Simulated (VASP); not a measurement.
Input of a VASP 6.6.1 run:

The input INCAR:

```
PREC     = Accurate       # precision mode
ENCUT    = 600            # plane-wave cutoff, eV
EDIFF    = 1E-7           # SCF threshold, eV
ISMEAR   = 0              # smearing method
SIGMA    = 0.03           # smearing width, eV
LREAL    = F              # projectors in reciprocal space
LASPH    = T              # aspherical terms in the spheres
NELM     = 80             # most SCF steps
ALGO     = Normal         # electronic algorithm
ISIF     = 3              # what is computed and relaxed
LWAVE    = F              # write WAVECAR
LCHARG   = F              # write CHGCAR
GGA      = PE             # functional
IBRION   = 2              # ionic algorithm
NSW      = 90             # ionic steps
EDIFFG   = -0.005         # ionic threshold
LATTICE_CONSTRAINTS= .TRUE. .TRUE. .FALSE.
```

Contents of KPOINTS:

```
Automatic mesh
0
Gamma
  12 12 1
```

The input POSCAR:

```
SnS2                                    
1.0
    3.6993278905      0.0000000000      0.0000000000
   -1.8496639453      3.2037119255      0.0000000000
    0.0000000000      0.0000000000     20.9340000000
  S               Sn            
     2     1
Direct
     0.6666666699999979    0.3333333300000021    0.4293744773899700
     0.3333333300000021    0.6666666699999979    0.5706255226100300
     0.0000000000000000    1.0000000000000000    0.5000000000000000
```

Potentials or basis: VASP PAW PBE potentials, release 64 (S, Sn_d).

Command:

```sh
$ cat potpaw_PBE.64/S/POTCAR potpaw_PBE.64/Sn_d/POTCAR > POTCAR
$ mpirun -np 1 vasp_std > vasp.out
```

Problem. Estimate the band gap on the k mesh.

Solution. 1.57 eV, indirect (least direct gap 1.81 eV).

Final structure:
```yaml
crystal:
  lattice:
    - [3.69933, 0.00000, 0.00000]
    - [-1.84966, 3.20371, 0.00000]
    - [0.00000, 0.00000, 20.93400]
  atoms:
    - { symbol: S, position: [0.66667, 0.33333, 0.42937] }
    - { symbol: S, position: [0.33333, 0.66667, 0.57063] }
    - { symbol: Sn, position: [0.00000, 0.00000, 0.50000] }
```

Caveat: the relaxation stopped at its first step, so nothing moved; spin-orbit coupling is left out, which moves the levels of the heavy elements.
